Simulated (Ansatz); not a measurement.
**PbI2: properties at the relaxed cell**

The task, for PbI2: see how the gap depends on the functional.

Program: Ansatz 0.2.0. Level of theory: DFT PBE, scalar-relativistic, plane waves, PAW. These are calculated values, not measurements.

2 further runs of the same task are left out: 2 set aside as unsound or not needed.

### 1 The structure to begin with

Symmetry: P-3m1, No. 164, trigonal system. Conventional cell: a = 4.678 Å, b = 4.678 Å, c = 7.693 Å, α = 90.00°, β = 90.00°, γ = 120.00°. Around Pb (site symmetry -3m) lie 6 I at 3.28 Å. I (site symmetry 3m) is surrounded by 3 Pb at 3.28 Å.

As a file:

```cif
data_structure
_symmetry_space_group_name_H-M 'P-3m1'
_symmetry_Int_Tables_number 164
_cell_length_a 4.6779
_cell_length_b 4.6779
_cell_length_c 7.6933
_cell_angle_alpha 90.000
_cell_angle_beta 90.000
_cell_angle_gamma 120.000
_cell_volume 145.80
loop_
_atom_site_label
_atom_site_type_symbol
_atom_site_symmetry_multiplicity
_atom_site_Wyckoff_symbol
_atom_site_fract_x
_atom_site_fract_y
_atom_site_fract_z
_atom_site_occupancy
Pb1 Pb 1 a 0.00000 0.00000 0.00000 1
I1 I 2 d 0.33333 0.66667 0.24122 1
```

This cell was relaxed beforehand with the same method: volume 48.60 Å³/atom, gap on the mesh 2.43 eV.

### 2 Level of theory: HSE06

The input, input.yaml:

```yaml
crystal:
  lattice:
    - [4.6779478906, 0.0, 0.0]
    - [-2.3389739453, 4.0512217108, 0.0]
    - [0.0, 0.0, 7.6933197359]
  atoms:
    - { symbol: Pb, position: [0.0, 0.0, 0.0] }
    - { symbol: I, position: [0.3333333333, 0.6666666667, 0.2412177947] }
    - { symbol: I, position: [0.6666666667, 0.3333333333, 0.7587822053] }
basis:
  ecutwfc: 420
kpoints:
  mp_grid: { grid: [6, 6, 4] }
  band_path:
    path:
      - [[0.0, 0.0, 0.0], [0.5, 0.0, 0.0], [0.33333333, 0.33333333, 0.0], [0.0, 0.0, 0.0], [0.0, 0.0, 0.5], [0.5, 0.0, 0.5], [0.33333333, 0.33333333, 0.5], [0.0, 0.0, 0.5]]
      - [[0.5, 0.0, 0.5], [0.5, 0.0, 0.0]]
      - [[0.33333333, 0.33333333, 0.5], [0.33333333, 0.33333333, 0.0]]
    npoints: 4
hamiltonian:
  xc: hse06
scf:
  occupations: { method: gaussian, width: 0.02 }
output:
  forces: true
  stress: true
  eigenvalues: true
  populations: true
  dos: { projected: true, de: 0.02 }
  bader: false
  write_density: true
  write_potential: true
  elf: true
  volumetric_format: npy
```

Command:

```sh
$ ansatz run input.yaml --threads 4 --pin off --max-ram 10240MiB --backend cpu --events-out ev --progress --plain --runs-dir out
```

Before running it: what results should come out? Wanted: gap.

**Answer**, as computed:

```
   quantity                          value
gap (HSE06)  3.16 eV, indirect on the path
```

These runs have no spin-orbit coupling; with I, Pb it would split and shift bands.
